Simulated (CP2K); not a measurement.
**Au under changes of volume**

One of the cells (16.855 Å³/atom); the others are scaled copies at fixed shape and fractional positions:

```
Au
1.0
     2.87792    0.00000    0.00000
     1.43896    2.49236    0.00000
     1.43896    0.83079    2.34982
Au
1
Direct
  0.00000 0.00000 0.00000
```

| Item | Value |
| --- | --- |
| Program | CP2K 2026.2 |
| Functional | LDA |
| Potentials or basis | GTH_POTENTIALS Au GTH-PADE-q11; TZVP-MOLOPT-PBE-GTH basis |
| Density cutoff | 6803 eV |
| k mesh | 11 × 11 × 11 |
| Occupations | fermi-dirac, width 0.0259 eV |
| Spin | no spin polarisation |

```csv
volume (Å³/atom),energy over the lowest point (meV/atom),pressure (GPa)
15.843,?,?
16.181,29.54,11.5
16.518,10.46,6.7
16.855,1.01,2.4
17.192,0.00,-1.4
17.529,6.36,-4.6
17.866,19.18,-7.5
```

What does the run at 15.843 Å³/atom give?

Energy over the lowest point 59.59 meV/atom; pressure 17.1 GPa.

Worked out: A Birch-Murnaghan fit of order 3 (a polynomial in V^(-2/3)) to the other rows has its minimum at 17.07 Å³/atom with B0 = V·E''(V) = 187 GPa and B' = 5.8. It gives 59.72 meV/atom at 15.843 Å³/atom, against the run's 59.59, and -dE/dV = 17.2 GPa, against 17.1.

Energies are extrapolated to zero smearing.

Caveats: with these potentials and basis sets, volumes of gold and of layered tellurides can stand 1.5 % and more from those of plane-wave programs; the basis of atomic orbitals isn't converged, which shifts pressures, moduli and gaps.
